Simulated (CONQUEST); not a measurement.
Nb:

```
CELL_PARAMETERS angstrom
3.32790 0.00000 0.00000
0.00000 3.32790 0.00000
0.00000 0.00000 3.32790
ATOMIC_POSITIONS crystal
Nb 0.00000 0.00000 0.00000
Nb 0.50000 0.50000 0.50000
```

```yaml
Program: CONQUEST 1.3
Task: single point
Functional: PBE
Potentials_or_basis: PseudoDojo NC PBE, DZP, grid cutoff 120 Ha
k_mesh: 8 × 8 × 8
Occupations: fermi-dirac, width 0.05 eV
Spin: no spin polarisation
```

On this cell: pressure -1.9 GPa; largest force zero by symmetry; band gap on the k mesh none (metal or under the smearing width).

The same run follows on a disturbed copy (atoms of the box moved at random, drawn with an rms of 0.05 Å):

```
CELL_PARAMETERS angstrom
3.32790 0.00000 0.00000
0.00000 3.32790 0.00000
0.00000 0.00000 3.32790
ATOMIC_POSITIONS crystal
Nb 0.00211 0.00149 0.01939
Nb 0.50346 0.50785 0.49084
```

Q: What changes?

A: The energy (extrapolated to zero smearing) moves by +19.0 meV/atom; pressure -1.0 GPa; largest force 0.807 eV/Å; band gap on the k mesh none (metal or under the smearing width).

Forces on the atoms (eV/Å):
```
Nb   0.042  0.176 -0.786
Nb  -0.036 -0.162  0.775
```

Stress tensor (GPa, compression positive):
```
-0.72  0.05 -0.14
 0.05 -0.69 -0.09
-0.14 -0.09 -1.58
```

Caveats: the basis of atomic orbitals isn't converged, which shifts pressures, moduli and gaps; the box holds several primitive cells, so bands are folded and the points are those of the box's own zone (some runs).
